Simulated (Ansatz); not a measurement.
**P under changes of volume**

One of the cells (132.548 Å³/atom); the others are scaled copies at fixed shape and fractional positions:

```xyz
4
Lattice="3.2837 0.0000 0.0000 0.0000 34.8570 0.0000 0.0000 0.0000 4.6321" Properties=species:S:1:pos:R:3 pbc="T T T"
P     1.6419   33.8204    4.2052
P     1.6419    1.0366    0.4268
P     0.0000    1.0366    1.8892
P     0.0000   33.8204    2.7429
```

```yaml
Program: Ansatz 0.2.0
Functional: LDA
Potentials_or_basis: all-electron LAPW, scalar-relativistic
Cutoff: 224 eV (chosen from the basis error)
Basis_error_allowed: 0.002 eV/atom
k_mesh: 8 × 1 × 6
Occupations: fermi-dirac, width 0.05 eV
Spin: no spin polarisation
```

| volume (Å³/atom) | energy over the lowest point (meV/atom) | gap on the mesh (eV) | largest force (eV/Å) |
| --- | --- | --- | --- |
| 124.595 | 8.60 | 0.79 | 0.670 |
| 127.246 | 2.04 | 0.82 | 0.472 |
| 129.897 | 0.00 | 0.84 | 0.299 |
| 132.548 | 2.03 | 0.85 | 0.174 |
| 135.199 | 7.68 | 0.86 | 0.175 |
| 137.850 | ? | ? | ? |
| 140.501 | 28.42 | 0.88 | 0.405 |

What does the run at 137.850 Å³/atom give?

Energy over the lowest point 16.59 meV/atom; gap on the mesh 0.87 eV; largest force 0.280 eV/Å.

Worked out: A Birch-Murnaghan fit of order 3 (a polynomial in V^(-2/3)) to the other rows has its minimum at 129.85 Å³/atom with B0 = V·E''(V) = 12.0 GPa and B' = 4.4 at fixed shape and positions, which overstates the stiffness. It gives 16.59 meV/atom at 137.850 Å³/atom, against the run's 16.59. A parabola through the other rows of the gap, of slope 0.367 eV per unit of ln V there, gives 0.87 eV, against the run's 0.87.

Energies are extrapolated to zero smearing.

A mesh can miss the band edges.
